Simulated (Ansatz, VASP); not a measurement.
# SiC (Moissanite 3C) in two plane-wave programs

One calculation is typed for both programs; each brings its own data sets and cutoff. How far apart do they land? The cell is taken from a series of VASP runs on this material, whose earlier steps may have relaxed, scaled or displaced it; both programs get it as it stands.

Method: plane waves, with VASP 6.6.1 beside it; relaxation of cell and atoms at PBE and zone-centre phonons at LDA, in Ansatz 0.2.0.

### Step 1. The starting structure

It takes space group F-43m (No. 216, cubic). Conventional cell: a = 4.358 Å, b = 4.358 Å, c = 4.358 Å, α = 90.00°, β = 90.00°, γ = 90.00°. Si has 4 C at 1.89 Å nearest. Nearest to C lie 4 Si at 1.89 Å. Farther neighbours are not listed.

Structure file:

```xyz
2
Lattice="0.0000 2.1790 2.1790 2.1790 0.0000 2.1790 2.1790 2.1790 0.0000" Properties=species:S:1:pos:R:3 pbc="T T T"
Si    0.0000    0.0000    0.0000
C     3.2685    3.2685    3.2685
```

### Step 2. VASP: relaxation of cell and atoms, PBE

The relaxed volume is the usual yardstick between codes: its relative difference is about their pressure difference at one cell divided by the bulk modulus.

Lines of VASP's logs that name or quote its potential files are left out, and so is its time.

File INCAR:

```
SYSTEM = SiC
PREC = Accurate
ENCUT = 520
EDIFF = 1E-07
NELM = 100
ISMEAR = 0
SIGMA = 0.03
LREAL = .FALSE.
ALGO = Normal
GGA = PE
NBANDS = 10
LORBIT = 11
LWAVE = .FALSE.
LCHARG = .FALSE.
KPAR = 2
IBRION = 2
NSW = 50
ISIF = 3
EDIFFG = -0.002
```

File POSCAR:

```
SiC
1.0
    0.0000000000      2.1790000000      2.1790000000
    2.1790000000      0.0000000000      2.1790000000
    2.1790000000      2.1790000000      0.0000000000
Si C
1 1
Direct
    0.0000000000      0.0000000000      0.0000000000
    0.7500000000      0.7500000000      0.7500000000
```

File KPOINTS:

```
Automatic mesh
0
Gamma
12 12 12
0 0 0
```

PAW data sets: Si and C (PBE family, release 64).

Started as:

```console
> mpirun -np 2 vasp_std
```

Numbers of over 12 decimals in the logs are rounded to 6 here.

The log of the run:

```text
[banner, memory and clock lines left out]
running    2 mpi-ranks, on    1 nodes
 distrk:  each k-point on    1 cores,    2 groups
 distr:  one band on    1 cores,    1 groups

 POSCAR found type information on POSCAR SiC
 POSCAR found :  2 types and       2 ions
 LDA part: xc-table for (Slater+PW92), standard interpolation
 POSCAR, INCAR and KPOINTS ok, starting setup
 FFT: planning ... GRIDC
 FFT: planning ... GRID_SOFT
 FFT: planning ... GRID
 WAVECAR not read
 entering main loop
       N       E                     dE             d eps       ncg     rms          rms(c)
DAV:   1     0.407363384354E+01    0.40736E+01   -0.39733E+03  1512   0.665E+02
DAV:   2    -0.163249787024E+02   -0.20399E+02   -0.19351E+02  1910   0.113E+02
DAV:   3    -0.169103278712E+02   -0.58535E+00   -0.58468E+00  1704   0.169E+01
DAV:   4    -0.169127012440E+02   -0.23734E-02   -0.23732E-02  1660   0.137E+00
DAV:   5    -0.169127128818E+02   -0.11638E-04   -0.11638E-04  1692   0.852E-02    0.881E+00
DAV:   6    -0.151157278745E+02    0.17970E+01   -0.67518E+00  1498   0.125E+01    0.389E+00
DAV:   7    -0.150652478393E+02    0.50480E-01   -0.37355E-01  1692   0.378E+00    0.178E+00
DAV:   8    -0.150575940948E+02    0.76537E-02   -0.20527E-02  1474   0.103E+00    0.163E-01
DAV:   9    -0.150577327958E+02   -0.13870E-03   -0.14601E-03  1882   0.233E-01    0.112E-01
DAV:  10    -0.150578394553E+02   -0.10666E-03   -0.20779E-04  1602   0.965E-02    0.242E-02
DAV:  11    -0.150578415636E+02   -0.21083E-05   -0.37538E-05  1630   0.343E-02    0.586E-03
DAV:  12    -0.150578419540E+02   -0.39042E-06   -0.15104E-06  1550   0.829E-03    0.100E-03
DAV:  13    -0.150578419971E+02   -0.43024E-07   -0.72602E-08  1090   0.210E-03
   1 F= -.15057842E+02 E0= -.15057842E+02  d E =-.150578E+02
 curvature:   0.00 expect dE= 0.000E+00 dE for cont linesearch  0.000E+00
 trial: gam= 0.00000 g(F)=  0.142E-47 g(S)=  0.124E-01 ort = 0.000E+00 (trialstep = 0.100E+01)
 search vector abs. value=  0.124E-01
 bond charge predicted
       N       E                     dE             d eps       ncg     rms          rms(c)
DAV:   1    -0.150628784848E+02   -0.50365E-02   -0.23170E-01  1448   0.340E+00    0.536E-01
DAV:   2    -0.150587238937E+02    0.41546E-02   -0.10440E-02  1482   0.570E-01    0.266E-01
DAV:   3    -0.150578584441E+02    0.86545E-03   -0.13394E-03  1544   0.224E-01    0.756E-02
DAV:   4    -0.150576969196E+02    0.16152E-03   -0.22851E-04  1500   0.748E-02    0.316E-02
DAV:   5    -0.150576925230E+02    0.43966E-05   -0.79350E-06  1638   0.180E-02    0.197E-02
DAV:   6    -0.150576909693E+02    0.15537E-05   -0.85836E-07  1506   0.654E-03    0.473E-03
DAV:   7    -0.150576912541E+02   -0.28483E-06   -0.10840E-07   760   0.185E-03    0.519E-04
DAV:   8    -0.150576913732E+02   -0.11905E-06   -0.82823E-09   738   0.743E-04    0.322E-04
DAV:   9    -0.150576913673E+02    0.59023E-08   -0.36325E-10   738   0.169E-04
   2 F= -.15057691E+02 E0= -.15057691E+02  d E =0.150630E-03
 trial-energy change:    0.000151  1 .order    0.000007   -0.012440    0.012454
 step:   0.4911(harm=  0.4997)  dis= 0.00000  next Energy=   -15.060879 (dE=-0.304E-02)
 bond charge predicted
       N       E                     dE             d eps       ncg     rms          rms(c)
DAV:   1    -0.150621864717E+02   -0.44951E-02   -0.60692E-02  1446   0.176E+00    0.274E-01
DAV:   2    -0.150611199644E+02    0.10665E-02   -0.26537E-03  1482   0.290E-01    0.136E-01
DAV:   3    -0.150608990961E+02    0.22087E-03   -0.35920E-04  1542   0.116E-01    0.371E-02
DAV:   4    -0.150608624459E+02    0.36650E-04   -0.58090E-05  1494   0.379E-02    0.166E-02
DAV:   5    -0.150608626089E+02   -0.16297E-06   -0.21075E-06  1630   0.926E-03    0.103E-02
DAV:   6    -0.150608632196E+02   -0.61066E-06   -0.22436E-07  1432   0.331E-03    0.231E-03
DAV:   7    -0.150608630281E+02    0.19149E-06   -0.27169E-08   738   0.941E-04    0.294E-04
DAV:   8    -0.150608629677E+02    0.60356E-07   -0.20234E-09   732   0.367E-04
   3 F= -.15060863E+02 E0= -.15060863E+02  d E =-.302097E-02
 curvature:  -0.25 expect dE=-0.150E-08 dE for cont linesearch -0.150E-08
 trial: gam=-0.00069 g(F)=  0.294E-47 g(S)=  0.600E-08 ort = 0.864E-05 (trialstep = 0.898E+00)
 search vector abs. value=  0.100E-09
 reached required accuracy - stopping structural energy minimisation
```

Parts of OUTCAR (step 2):

```text
ion  position               nearest neighbor table
   1  0.000  0.000  0.000-   2 1.89   2 1.89   2 1.89   2 1.89
   2  0.750  0.750  0.750-   1 1.89   1 1.89   1 1.89   1 1.89

  LATTYP: Found a face centered cubic cell.
 ALAT       =     4.3580000000

 Subroutine GETGRP returns: Found 24 space group operations
 (whereof 24 operations were pure point group operations)

The static configuration has the point symmetry T_d .

 Found     72 irreducible k-points:

   k-points           NKPTS =     72   k-points in BZ     NKDIM =     72   number of bands    NBANDS=     10

   dimension x,y,z NGX =    24 NGY =   24 NGZ =   24
   dimension x,y,z NGXF=    48 NGYF=   48 NGZF=   48

   ENCUT  =  520.0 eV  38.22 Ry    6.18 a.u.   5.73  5.73  5.73*2*pi/ulx,y,z

   NELECT =       8.0000    total number of electrons

 k-points in reciprocal lattice and weights: Automatic mesh
   0.00000000  0.00000000  0.00000000       0.001
   0.08333333  0.00000000  0.00000000       0.005
   0.16666667  0.00000000  0.00000000       0.005
   0.25000000  0.00000000  0.00000000       0.005
   0.33333333  0.00000000  0.00000000       0.005
   0.41666667  0.00000000  0.00000000       0.005
   0.50000000  0.00000000  0.00000000       0.002
   0.08333333  0.08333333  0.00000000       0.003
   0.16666667  0.08333333  0.00000000       0.014
[...]
-0.33333333  0.50000000  0.16666667       0.007
  -0.25000000  0.50000000  0.25000000       0.003

 average (electrostatic) potential at core
       1 -80.5754       2 -44.9912

 E-fermi :   8.0995

 k-point     1 :       0.0000    0.0000    0.0000
  band No.  band energies     occupation
      1      -7.3455      2.00000
      2       7.9428      2.00000
      3       7.9428      2.00000
      4       7.9428      2.00000
      5      14.0047      0.00000
      6      15.1488      0.00000
      7      15.1488      0.00000
      8      15.1488      0.00000
      9      22.3638      0.00000
    ...

 k-point     2 :       0.0833    0.0000    0.0000
  band No.  band energies     occupation
      1      -7.2113      2.00000
      2       7.2169      2.00000
      3       7.8481      2.00000
      4       7.8481      2.00000
      5      14.2587      0.00000
      6      15.2895      0.00000
      7      15.3230      0.00000
      8      15.3230      0.00000
      9      21.6296      0.00000
    ...

 k-point     3 :       0.1667    0.0000    0.0000
  band No.  band energies     occupation
      1      -6.8127      2.00000
      2       5.5823      2.00000
      3       7.6140      2.00000
      4       7.6140      2.00000
      5      14.1526      0.00000
      6      15.6650      0.00000
      7      15.6650      0.00000
      8      16.1598      0.00000
      9      20.8492      0.00000
    ...

  Total        0.0002880      0.0002880      0.0002880     -0.0000000      0.0000000     -0.0000000
  in kB        0.0219764      0.0219764      0.0219764     -0.0000000      0.0000000     -0.0000000
  external PRESSURE =       0.0219764 kB  Pullay stress =       0.0000000 kB

  energy-cutoff  :      520.00
  volume of cell :       21.00
      direct lattice vectors                 reciprocal lattice vectors
     0.000000000  2.189701601  2.189701601    -0.228341615  0.228341615  0.228341615
     2.189701601 -0.000000000  2.189701601     0.228341615 -0.228341615  0.228341615
     2.189701601  2.189701601  0.000000000     0.228341615  0.228341615 -0.228341615

 POSITION                                       TOTAL-FORCE (eV/Angst)
 -----------------------------------------------------------------------------------
      0.00000      0.00000      0.00000         0.000000      0.000000      0.000000
      3.28455      3.28455      3.28455        -0.000000     -0.000000     -0.000000
 -----------------------------------------------------------------------------------
    total drift:                               -0.000000     -0.000000     -0.000000

  FREE ENERGIE OF THE ION-ELECTRON SYSTEM (eV)
  ---------------------------------------------------
  free  energy   TOTEN  =       -15.0608629677 eV

  energy  without entropy=      -15.0608629677  energy(sigma->0) =      -15.06086297

 reached required accuracy - stopping structural energy minimisation

 total charge
# of ion       s       p       d       tot
------------------------------------------
    1        0.706   0.961   0.000   1.667
    2        0.836   1.695   0.000   2.531
--------------------------------------------------
tot          1.542   2.656   0.000   4.198

[... 3 further parts left out ...]
```

### Step 3. Ansatz: relaxation of cell and atoms, PBE

Ansatz runs on its default PAW (the set named soft_2) files.

The same cell, functional, mesh and smearing now go to Ansatz, which takes its cutoff from its data sets.

File input.yaml:

```yaml
crystal:
  lattice:
    - [0.0, 2.179, 2.179]
    - [2.179, 0.0, 2.179]
    - [2.179, 2.179, 0.0]
  atoms:
    - { symbol: Si, position: [0.0, 0.0, 0.0] }
    - { symbol: C, position: [0.75, 0.75, 0.75] }
hamiltonian:
  xc: pbe
  pseudopotentials: { kind: paw }
kpoints:
  mp_grid: { grid: [12, 12, 12] }
scf:
  occupations: { method: gaussian, width: 0.03 }
relax:
  f_tol: 0.01
  max_steps: 60
  cell: { stress_tol: 0.05 }
output:
  forces: true
  stress: true
  write_density: true
  write_potential: true
  elf: true
  volumetric_format: npy
```

Started as:

```console
> ansatz run input.yaml --threads 4 --pin off --max-ram 9216MiB --backend cpu --events-out ev --progress --plain --runs-dir out
```

The log of the run:

```text
Engine: ansatz 0.2.0, aarch64-unknown-linux-gnu
Pseudopotentials: kind: paw
Pseudopotential: Si, paw, valence charge 4, recommended cutoff 420 eV (normal), Si.paw.azcp
Pseudopotential: C, paw, valence charge 4, recommended cutoff 420 eV (normal), C.paw.azcp
Functional definition: PBE
  parameter kappa = 0.804
  parameter beta = 0.066725
  exchange = pbe_x(kappa = kappa, mu = beta*pi^2/3)
  correlation = pbe_c(beta = beta)
Crystal: 2 atoms, lattice volume = 20.692 Å³
Basis set: ecut = 420 eV, 411 PW (Γ), exchange–correlation on 48×48×48 points (8 copies of the dense FFT grid, shifted against one another)
Bands: 8, of which v1, the nominal top of the filled ones, is band 4 counted from 1 (3 counted from 0)
Symmetry: 24 space group operations
Space group: F-43m (ITA 216), of the structure as read, at distance tolerance 2.7e-5 Å
k-points: 72 of 1728 (time reversal used)
Non-local potential: Si, projectors of the file, l = 0: 2, l = 1: 2, l = 2: 2
Non-local potential: C, projectors of the file, l = 0: 2, l = 1: 2, l = 2: 1
PAW form: soft (Blöchl's): semilocal exchange-correlation on the pseudo side does not see the compensation charge
PAW one-centre angular grid: Si, 110 points (default); XC on 64 Gauss nodes
PAW one-centre angular grid: C, 110 points (default); XC on 64 Gauss nodes
Initial density: superposition of atomic densities (neutral atoms: chi_scale 0, normalization atom), corrected by the library's trained network
Initial wavefunctions: pseudopotential atomic-orbital guess
Functional: x = pbe(κ = 0.804, μ = 0.219515), c = pbe(β = 0.066725)
SCF iter   1: F=—  HF=-887.157145 eV  |F-HF|=—  |Δ(HF+E_count)|=         —  Δρ=2.27e-3  dr2=1.10e-3  ethr=1.77e-3  ⟨swp⟩=5.8  Hψ=4743  notcnv=0
preconditioner: auto → none  [insulator: Δε(μ)=1.336 eV  Ē_g=14.040 eV  σ=0.030 eV  W_gap=1.00  n_scr=0 (ndim 8)  ℏωp=23.1 eV  f_vac=0.000  D(μ)=0.00/eV (n_scr^D=0)  ε∞_Penn≈3.7]
SCF iter   2: F=—  HF=-887.157079 eV  |F-HF|=—  |Δ(HF+E_count)|=   6.58e-5  Δρ=8.55e-4  dr2=9.55e-5  ethr=1.38e-5  ⟨swp⟩=2.3  Hψ=1413  notcnv=0
SCF iter   3: F=—  HF=-887.157089 eV  |F-HF|=—  |Δ(HF+E_count)|=   1.02e-5  Δρ=3.63e-4  dr2=6.79e-6  ethr=1.19e-6  ⟨swp⟩=2.6  Hψ=856  notcnv=0
SCF iter   4: F=—  HF=-887.157116 eV  |F-HF|=—  |Δ(HF+E_count)|=   2.67e-5  Δρ=4.18e-5  dr2=3.33e-7  ethr=8.49e-8  ⟨swp⟩=2.1  Hψ=843  notcnv=0
iter 5 did not close the SCF: its close was put off for the readings that it lacked (scf_convergence_deferred on its scf_iter line)
SCF iter   5: F=-887.157116 eV  HF=-887.157116 eV  |F-HF|=9.85e-10  |Δ(HF+E_count)|=   1.19e-7  Δρ=3.14e-6  dr2=1.35e-9  ethr=4.16e-9  ⟨swp⟩=2.2  Hψ=836  notcnv=0
SCF iter   6: F=-887.157116 eV  HF=-887.157116 eV  |F-HF|=3.77e-11  |Δ(HF+E_count)|=   1.28e-9  Δρ=4.71e-7  dr2=3.06e-11  ethr=1.68e-11  ⟨swp⟩=4.5  Hψ=2588  notcnv=0
SCF 1 converged in 6 iterations: F = -887.157116 eV  dr2 = 3.06e-11
  greatest PAW one-centre occupation: 0.645 electrons in one spin orbital (limit 2), on the C atom at site 1 (counted from 0), in its partial waves of l = 0
relax step   1: F+E_penalty+E_count = -887.15711609 eV  Δ(F+E_penalty+E_count) = +0.000e0 eV  max|allowed force component| = 4.071e-16 eV/Å  Δτ_max = 0.0000 Å  P = +3.269 GPa  Ω = 20.692 Å³  (6 SCF iters, dr2 threshold 1.00e-7 eV, accepted)
[...]
relax step   2: F+E_penalty+E_count = -887.15923656 eV  Δ(F+E_penalty+E_count) = -2.120e-3 eV  max|allowed force component| = 1.480e-16 eV/Å  Δτ_max = 0.0000 Å  P = +1.515 GPa  Ω = 20.854 Å³  energy of the carried Pulay correction = -2.894e-4 eV  (4 SCF iters, dr2 threshold 2.00e-7 eV, accepted)
[...]
relax step   3: F+E_penalty+E_count = -887.15966530 eV  Δ(F+E_penalty+E_count) = -4.287e-4 eV  max|allowed force component| = 1.388e-16 eV/Å  Δτ_max = 0.0000 Å  P = +0.030 GPa  Ω = 20.996 Å³  energy of the carried Pulay correction = -5.412e-4 eV  (4 SCF iters, dr2 threshold 2.00e-7 eV, accepted)
[...]
relax step   4: F+E_penalty+E_count = -887.16024235 eV  Δ(F+E_penalty+E_count) = -5.770e-4 eV  max|allowed force component| = 1.018e-16 eV/Å  Δτ_max = 0.0000 Å  P = +0.076 GPa  Ω = 20.996 Å³  stress off target by 7.63e-2 GPa  SCF on the basis re-selected at this cell (its energy is not comparable with the rows above)  (5 SCF iters)
[...]
relax step   5: F+E_penalty+E_count = -887.16023105 eV  Δ(F+E_penalty+E_count) = +1.129e-5 eV  max|allowed force component| = 1.527e-16 eV/Å  Δτ_max = 0.0000 Å  P = +0.002 GPa  Ω = 21.003 Å³  energy of the carried Pulay correction = -1.307e-5 eV  (3 SCF iters, dr2 threshold 1.46e-8 eV, accepted)
[...]
relax step   6: F+E_penalty+E_count = -887.16024081 eV  Δ(F+E_penalty+E_count) = -9.754e-6 eV  max|allowed force component| = 9.946e-17 eV/Å  Δτ_max = 0.0000 Å  P = +0.002 GPa  Ω = 21.003 Å³  stress off target by 1.66e-3 GPa  SCF on the basis re-selected at this cell (its energy is not comparable with the rows above)  (5 SCF iters)
basis re-selected at this cell: Δ(F+E_penalty+E_count) = -9.754e-6 eV, ΔP = +0.000 GPa vs the last step (what re-selecting the basis moved, of the pressure what is left beyond the Pulay correction that the steps carried, after the strain that the cell walked since its last selection, with what the two solves' SCF thresholds leave and, on support functions, any second-order correction that the steps lacked; it is no m [...]
SCF converged after 5 iterations
Free energy (F): -887.160241 eV
Harris-Foulkes:  -887.160241 eV  (|F-HF|=7.96e-13)
Internal energy: -887.160241 eV  (E = F + TS)
E sigma→0 (E₀):  -887.160241 eV
Fermi energy:    9.979281 eV
--- Per-component energies (eV) ---
  E_band       = 27.508245
  E_kinetic    = 134.917648
  E_local      = -105.315667  (includes V_loc(G=0)·N_el)
  E_nonlocal   = 51.664212
  E_hartree    = 32.203273
  E_xc         = -105.237175
  E_vxc        = -109.023430  (∫ρ·V_xc dr)
  E_paw        = -612.021147  (= ΣΔE_a)
  E_vpaw       = -9.141070  (= ΣTr[D̂ρ^β])
  E_aug_tail   = 0.000011  (compensation charges beyond the density's cutoff)
  E_ewald      = -283.371395
  E_smearing   = -0.000000  (= −TS)
  E_closure    = 0.000000  (closes the sum)
  Σ components = -887.160241   (vs F -887.160241, Δ=0.00e0)
--- Forces (eV/Å), atoms counted from 1 ---
  atom   1  Si    -0.00000000     0.00000000     0.00000000
  atom   2  C      0.00000000    -0.00000000    -0.00000000
  max |Σ_I F_I| component: 5.09e-17 eV/Å
--- Stress (GPa, compression-positive) ---
        0.001661       0.000000       0.000000
        0.000000       0.001661       0.000000
        0.000000       0.000000       0.001661
  P = ⅓ Tr σ = 0.0017 GPa (0.017 kbar)
--- Band table (eV; the first three rows and the last of 72) ---
  k-point 0: bands = ["-5.9944", "9.2928", "9.2928", "9.2928", "15.3327", "16.4998", "16.4998", "16.4998"]
  k-point 1: bands = ["-5.8601", "8.5668", "9.1983", "9.1983", "15.5904", "16.6371", "16.6736", "16.6736"]
  k-point 2: bands = ["-5.4615", "6.9318", "8.9640", "8.9640", "15.4925", "17.0146", "17.0146", "17.4994"]
  k-point 71: bands = ["-0.8225", "2.2910", "4.3732", "4.6654", "14.4802", "18.5857", "18.6089", "18.9976"]
--- Relaxed structure (4 steps of the walk, 4 accepted, 2 SCFs on fresh bases) ---
  F+E_penalty+E_count = -887.16024081 eV   max|allowed force component| = 9.946e-17 eV/Å   (the final SCF, on the basis selected at the relaxed cell)
  cell:  # Å, volume = 21.0029 Å³
    - [0, 2.189861, 2.189861]
    - [2.189861, 0, 2.189861]
    - [2.189861, 2.189861, 0]
  atoms:
    - { symbol: Si, position: [0, 0, 0] }
    - { symbol: C, position: [0.750000, 0.750000, 0.750000] }
```

Wall time 2.8 s (4 threads of Arm Neoverse V1, shared host); peak memory 0.37 GiB; 9.4 s of CPU time.

### Step 4. Differences

Known differences besides the potentials themselves: both relaxations stop at a tolerance, which leaves soft axes loose, and VASP keeps its plane-wave basis; the cutoff is 420 eV in Ansatz and 520 eV in VASP; VASP leaves aspherical gradient terms in its spheres out (LASPH is not set), Ansatz keeps them; Ansatz adds a Pulay correction to the stress that steers its cell, VASP none. Total energies have different zeros and are not compared.

The two programs side by side:

```
                                         quantity  Ansatz   VASP  difference
                                      volume (Å³)   21.00  21.00     +0.02 %
edge a after relaxation, in the typed setting (Å)   3.097  3.097     +0.01 %
```

The walks stopped with 0.00 GPa left in Ansatz and 0.00 GPa in VASP; each walk ends within a tolerance, so the volume difference is uncertain by about these residues over the bulk modulus, most in soft cells.

(Continued in part 2 of 2.)

[Lines on the potential files, build, host, timing and source positions are cut from VASP's logs without a mark.]

[Logs are printed without paths, hosts, clocks, repeated set-up lines and the standing remarks that a program may print on its own settings, such as how far it seeks lower states.]

[Hosts, paths, dates, database ids (printed as entryN), source tags and the programs' standing remarks are cut or masked in the printed files.]
